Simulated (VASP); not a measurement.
# NaH (Fm-3m) in VASP: further runs

The runs below take NaH through single point, with PBEsol.

Everything below comes from runs of VASP 6.6.1. Logs are shortened: lines on timing, memory, paths and dates and some standing lists are left out, and cuts for length are marked.

## 1. The structure

It takes space group Fm-3m (No. 225, cubic). Conventional cell: a = 4.773 Å, b = 4.773 Å, c = 4.773 Å, α = 90.00°, β = 90.00°, γ = 90.00°. Na (site symmetry m-3m) has 6 H at 2.39 Å as nearest neighbours. H (site symmetry m-3m) is surrounded by 6 Na at 2.39 Å.

The cell is a database's computed one.

## 2. Single point, PBEsol

INCAR reads:

```
SYSTEM = NaH
PREC = Accurate
ENCUT = 520
EDIFF = 1E-7
ISMEAR = -1
SIGMA = 0.02
LREAL = .FALSE.
LASPH = .TRUE.
NELM = 80
ALGO = Normal
ISIF = 2
LWAVE = .FALSE.
LCHARG = .FALSE.
GGA = PS
NBANDS = 11
```

KPOINTS reads:

```
regular mesh
0
G
  11 11 11
  0 0 0
```

POSCAR reads:

```
NaH
1.0
    0.0000000000      2.3864216652      2.3864216652
    2.3864216652      0.0000000000      2.3864216652
    2.3864216652      2.3864216652      0.0000000000
Na H
1 1
Direct
    0.0000000000      0.0000000000      0.0000000000
    0.5000000000      0.5000000000      0.5000000000
```

Potentials or basis: VASP PAW PBE potentials, release 64 (Na_pv, H).

Command:

```sh
$ cat potpaw_PBE.64/Na_pv/POTCAR potpaw_PBE.64/H/POTCAR > POTCAR
$ mpirun -np 1 vasp_std > vasp.out
```

OUTCAR:

```text
SYSTEM = NaH
   PREC = Accurate
   ENCUT = 520
   EDIFF = 1E-7
   ISMEAR = -1
   LREAL = .FALSE.
   LASPH = .TRUE.
   NELM = 80
   ISIF = 2
   GGA = PS

 ion  position               nearest neighbor table
   1  0.000  0.000  0.000-
   2  0.500  0.500  0.500-

  LATTYP: Found a face centered cubic cell.
 ALAT       =     4.7728433304

  Lattice vectors:

 A1 = (   0.0000000000,   2.3864216652,   2.3864216652)
 A2 = (   2.3864216652,   0.0000000000,   2.3864216652)
 A3 = (   2.3864216652,   2.3864216652,   0.0000000000)

Analysis of symmetry for initial positions (statically):
=====================================================================
 Subroutine PRICEL returns:
 Original cell was already a primitive cell.

 Routine SETGRP: Setting up the symmetry group for a
 face centered cubic supercell.

 Subroutine GETGRP returns: Found 48 space group operations
 (whereof 48 operations were pure point group operations)
 out of a pool of 48 trial point group operations.

The static configuration has the point symmetry O_h .

Analysis of symmetry for dynamics (positions and initial velocities):
=====================================================================
 Subroutine PRICEL returns:
 Original cell was already a primitive cell.

 Routine SETGRP: Setting up the symmetry group for a
 face centered cubic supercell.

 Subroutine GETGRP returns: Found 48 space group operations
 (whereof 48 operations were pure point group operations)
 out of a pool of 48 trial point group operations.

The dynamic configuration has the point symmetry O_h .

 Subroutine INISYM returns: Found 48 space group operations
 (whereof 48 operations are pure point group operations),
 and found     1 'primitive' translations

----------------------------------------------------------------------------------------

                                     Primitive cell

  volume of cell :      27.1814

  direct lattice vectors                    reciprocal lattice vectors
     0.000000000  2.386421665  2.386421665    -0.209518715  0.209518715  0.209518715
     2.386421665  0.000000000  2.386421665     0.209518715 -0.209518715  0.209518715
     2.386421665  2.386421665  0.000000000     0.209518715  0.209518715 -0.209518715

  length of vectors
     3.374909884  3.374909884  3.374909884     0.362897059  0.362897059  0.362897059

  position of ions in fractional coordinates (direct lattice)
     0.000000000  0.000000000  0.000000000
     0.500000000  0.500000000  0.500000000

  ion indices of the primitive-cell ions
   primitive index   ion index
                 1           1
                 2           2

----------------------------------------------------------------------------------------

 KPOINTS: regular mesh

Automatic generation of k-mesh.
 Grid dimensions read from file:
 generate k-points for:   11   11   11

 Generating k-lattice:

  Cartesian coordinates                     Fractional coordinates (reciprocal lattice)
    -0.019047156  0.019047156  0.019047156     0.090909091  0.000000000  0.000000000
     0.019047156 -0.019047156  0.019047156     0.000000000  0.090909091  0.000000000
     0.019047156  0.019047156 -0.019047156     0.000000000  0.000000000  0.090909091

  Length of vectors
     0.032990642  0.032990642  0.032990642

  Shift w.r.t. Gamma in fractional coordinates (k-lattice)
     0.000000000  0.000000000  0.000000000

 Subroutine IBZKPT returns following result:
 ===========================================

 Found     56 irreducible k-points:

 Following reciprocal coordinates:
            Coordinates               Weight
  0.000000  0.000000  0.000000      1.000000
  0.090909  0.000000  0.000000      8.000000
  0.181818  0.000000  0.000000      8.000000
  0.272727  0.000000  0.000000      8.000000
  0.363636  0.000000  0.000000      8.000000
  0.454545  0.000000  0.000000      8.000000
[... 16 lines left out ...]
 -0.272727  0.181818  0.000000     24.000000
 -0.181818  0.181818  0.000000     12.000000
 [... further k-points ...]
   k-points           NKPTS =     56   k-points in BZ     NKDIM =     56   number of bands    NBANDS=     11
   number of dos      NEDOS =    301   number of ions     NIONS =      2
   total plane-waves  NPLWV =  21952
   dimension x,y,z NGX =    28 NGY =   28 NGZ =   28
   dimension x,y,z NGXF=    56 NGYF=   56 NGZF=   56
   ions per type =               1   1
   NGX,Y,Z   is equivalent  to a cutoff of  13.79, 13.79, 13.79 a.u.
   NGXF,Y,Z  is equivalent  to a cutoff of  27.59, 27.59, 27.59 a.u.
 SYSTEM =  NaH
   PREC   = accura    normal or accurate (medium, high low for compatibility)
   ISTART =      0    job   : 0-new  1-cont  2-samecut
   ICHARG =      2    charge: 1-file 2-atom 10-const
   ISPIN  =      1    spin polarized calculation?
   LNONCOLLINEAR =      F non collinear calculations
   LSORBIT =      F    spin-orbit coupling
   LASPH  =      T    aspherical Exc in radial PAW
   ENCUT  =  520.0 eV  38.22 Ry    6.18 a.u.   6.28  6.28  6.28*2*pi/ulx,y,z
   NELM   =     80;   NELMIN=  2; NELMDL= -5     # of ELM steps
   EDIFF  = 0.1E-06   stopping-criterion for ELM
   LREAL  =      F    real-space projection
   EDIFFG = 0.1E-05   stopping-criterion for IOM
   NSW    =      0    number of steps for IOM
   IBRION =     -1    ionic relax: 0-MD 1-quasi-New 2-CG
   NFREE  =      0    steps in history (QN), initial steepest desc. (CG)
   ISIF   =      2    stress and relaxation
   ISYM   =      2    0-nonsym 1-usesym 2-fastsym
   POTIM  = 0.5000    time-step for ionic-motion
   TEBEG  =    0.0;   TEEND  =   0.0 temperature during run
   PSTRESS=    0.0 pullay stress
   NELECT =       8.0000    total number of electrons
   NUPDOWN=      -1.0000    fix difference up-down
   EMIN   =  10.00;   EMAX   =-10.00  energy-range for DOS
   EFERMI =   0.00;   METHOD = LEGACY
   ISMEAR =    -1;   SIGMA  =   0.02  broadening in eV -4-tet -1-fermi 0-gaus
   EFERMI_NEDOS =   21; number of points for ismear=-14 and -15
   IALGO  =     38    algorithm
   IMIX   =      4    mixing-type and parameters
     AMIX     =   0.40;   BMIX     =  1.00
     AMIX_MAG =   1.60;   BMIX_MAG =  1.00
  volume/ion in A,a.u.               =      13.59        91.71
  Fermi-wavevector in a.u.,A,eV,Ry     =   1.088966  2.057847 16.134427  1.185847
  Thomas-Fermi vector in A             =   2.225159
   LORBIT       =      0    0 simple, 1 ext, 2 COOP (PROOUT), +10 PAW based schemes
   GGA     = PS    functional components
   LHFCALC =     F    Hartree Fock is set to
   AEXX    =    0.0000 exact exchange contribution
   IVDW    =     0    specifies the selected vdW correction
   LEPSILON=     F    determine dielectric tensor
   LRPA    =     F    only Hartree local field effects (RPA)
 non-spin polarized calculation
  energy-cutoff  :      520.00
  volume of cell :       27.18
 maximum number of plane-waves:       748
 NGX is ok and might be reduce to    28
   NGX = 13   NGY = 13   NGZ = 13

 number of electron       7.9999992 magnetization

 Free energy of the ion-electron system (eV)
  ---------------------------------------------------
  ext. energy  EPLUGINS =         0.00000000
  ---------------------------------------------------
  free energy    TOTEN  =        -5.08549813 eV

  energy without entropy =       -5.08549813  energy(sigma->0) =       -5.08549813

 E-fermi :  -0.5335     XC(G=0):  -8.0180

 val. band max:       -1.0155951971   @ k =  -0.2727   0.4545   0.1818
 cond. band min:       2.8149999854   @ k =  -0.4545   0.0909   0.0000
 fundamental gap:      3.8305951825
 Fermi energy:        -0.5335219541

 k-point     1 :       0.0000    0.0000    0.0000
  band No.  band energies     occupation
      1     -22.9091      2.00000
      2     -22.9091      2.00000
      3     -22.9091      2.00000
      4      -4.8047      2.00000
      5       9.7730      0.00000
      6      14.7013      0.00000
      7      14.7013      0.00000
      8      14.7013      0.00000
      9      15.7422      0.00000
     10      15.7422      0.00000
     11      15.7422      0.00000

 k-point     2 :       0.0909    0.0000    0.0000
  band No.  band energies     occupation
      1     -22.9180      2.00000
      2     -22.9102      2.00000
      3     -22.9102      2.00000
      4      -4.6557      2.00000
      5       9.2661      0.00000
      6      12.7488      0.00000
      7      14.1890      0.00000
      8      14.1890      0.00000
      9      16.3637      0.00000
     10      16.3637      0.00000
     11      16.4782      0.00000

 k-point     3 :       0.1818    0.0000    0.0000
  band No.  band energies     occupation
      1     -22.9416      2.00000
      2     -22.9129      2.00000
      3     -22.9129      2.00000
      4      -4.2199      2.00000
      5       7.7698      0.00000
      6      11.2521      0.00000
      7      13.5296      0.00000
      8      13.5296      0.00000
      9      16.9179      0.00000
     10      16.9179      0.00000
     11      17.4001      0.00000

 k-point     4 :       0.2727    0.0000    0.0000
  band No.  band energies     occupation
      1     -22.9723      2.00000
      2     -22.9166      2.00000
      3     -22.9166      2.00000
      4      -3.5368      2.00000
      5       5.8204      0.00000
      6      10.5000      0.00000
      7      13.0181      0.00000
      8      13.0181      0.00000
      9      16.5015      0.00000
     10      16.5015      0.00000
     11      18.2224      0.00000
[... 239 lines left out ...]
 k-point    22 :      -0.3636    0.1818    0.0000
  band No.  band energies     occupation
      1     -23.0015      2.00000
      2     -22.9447      2.00000
      3     -22.9245      2.00000
      4      -1.8638      2.00000
      5       3.6491      0.00000
      6       7.1571      0.00000
      7      11.8513      0.00000
      8      12.6556      0.00000
      9      16.6016      0.00000
     10      17.3733      0.00000
     11      20.6691      0.00000

 k-point    23 :      -0.2727    0.1818    0.0000
  band No.  band energies     occupation
      1     -22.9872      2.00000
      2     -22.9416      2.00000
      3     -22.9198      2.00000
      4      -2.5795      2.00000
      5       4.8960      0.00000
      6       7.3280      0.00000
      7      12.6020      0.00000
      8      12.9928      0.00000
      9      17.0396      0.00000
     10      17.0453      0.00000
     11      19.1251      0.00000

 k-point    24 :      -0.1818    0.1818    0.0000
  band No.  band energies     occupation
      1     -22.9694      2.00000
      2     -22.9326      2.00000
      3     -22.9155      2.00000
      4      -3.3216      2.00000
      5       6.2100      0.00000
      6       8.1815      0.00000
      7      13.2577      0.00000
      8      13.5562      0.00000
      9      16.4278      0.00000
     10      17.6164      0.00000
     11      17.7835      0.00000

 [... further k-points ...]
[... 5 lines left out ...]
  --------------------------------------------------------------------------------------
  -------------------------------------------------------------------------------------
  Total        0.0484919      0.0484919      0.0484919     -0.0000000     -0.0000000      0.0000000
  in kB        2.8583046      2.8583046      2.8583046     -0.0000000     -0.0000000      0.0000000
  external PRESSURE =       2.8583046 kB  Pullay stress =       0.0000000 kB

 VOLUME and BASIS-vectors are now :
 -----------------------------------------------------------------------------
  energy-cutoff  :      520.00
  volume of cell :       27.18
      direct lattice vectors                 reciprocal lattice vectors
     0.000000000  2.386421665  2.386421665    -0.209518715  0.209518715  0.209518715
     2.386421665  0.000000000  2.386421665     0.209518715 -0.209518715  0.209518715
     2.386421665  2.386421665  0.000000000     0.209518715  0.209518715 -0.209518715

 POSITION                                       TOTAL-FORCE (eV/Angst)
 -----------------------------------------------------------------------------------
      0.00000      0.00000      0.00000         0.000000     -0.000000     -0.000000
      2.38642      2.38642      2.38642        -0.000000      0.000000      0.000000
 -----------------------------------------------------------------------------------
    total drift:                               -0.000000     -0.000000     -0.000000

  FREE ENERGIE OF THE ION-ELECTRON SYSTEM (eV)
  ---------------------------------------------------
  free  energy   TOTEN  =        -5.0854981341 eV

  energy  without entropy=       -5.0854981341  energy(sigma->0) =       -5.08549813
```

Run time: 9.3 s. Hardware: 1 thread of Intel Xeon 6975P-C (Granite Rapids), shared host; peak memory 0.15 GiB.

What came out:

| Property | Result |
| --- | --- |
| Free energy | -5.0855 eV |
| Pressure | 0.3 GPa |
| Band gap on the k mesh | 3.83 eV, indirect (least direct gap 4.64 eV) |

Caveat: the PAW data sets were made with another functional, which shifts forces and pressure a little; an odd mesh through Γ misses points on the zone boundary, where band edges often lie.

## 3. Single point, PBEsol (volume scaled by 0.96)

INCAR reads:

```
ALGO = Normal
EDIFF = 1E-6
ENCUT = 520
GGA = PS
ISIF = 2
ISMEAR = -1
LASPH = T
LCHARG = F
LREAL = F
LWAVE = F
NBANDS = 11
NELM = 100
PREC = Accurate
SIGMA = 0.02
```

KPOINTS reads:

```
k-points
0
Gamma
  11 11 11
```

POSCAR reads:

```
NaH
1.0
    0.0000000000      2.3541687701      2.3541687701
    2.3541687701      0.0000000000      2.3541687701
    2.3541687701      2.3541687701      0.0000000000
Na H
1 1
Direct
    0.0000000000      0.0000000000      0.0000000000
    0.5000000000      0.5000000000      0.5000000000
```

Potentials or basis: VASP PAW PBE potentials, release 64 (Na_pv, H).

Command:

```sh
$ cat potpaw_PBE.64/Na_pv/POTCAR potpaw_PBE.64/H/POTCAR > POTCAR
$ mpirun -np 1 vasp_std > vasp.out
```

It took 8.1 s on 1 thread of Intel Xeon 6975P-C (Granite Rapids), shared host; peak memory 0.15 GiB.

The run converged. Its results:

- Free energy: -5.0795 eV
- Pressure: 1.4 GPa
- Band gap on the k mesh: 3.90 eV, indirect (least direct gap 4.73 eV)

Levels at points of the mesh, in eV from the valence-band top:
```tsv
k point	band 1	band 2	band 3	band 4	band 5	band 6	band 7	band 8
(0.00, 0.00, 0.00)	-21.83	-21.83	-21.83	-3.91	11.16	16.03	16.03	16.03
```

Caveat: the PAW data sets were made with another functional, which shifts forces and pressure a little; an odd mesh through Γ misses points on the zone boundary, where band edges often lie.
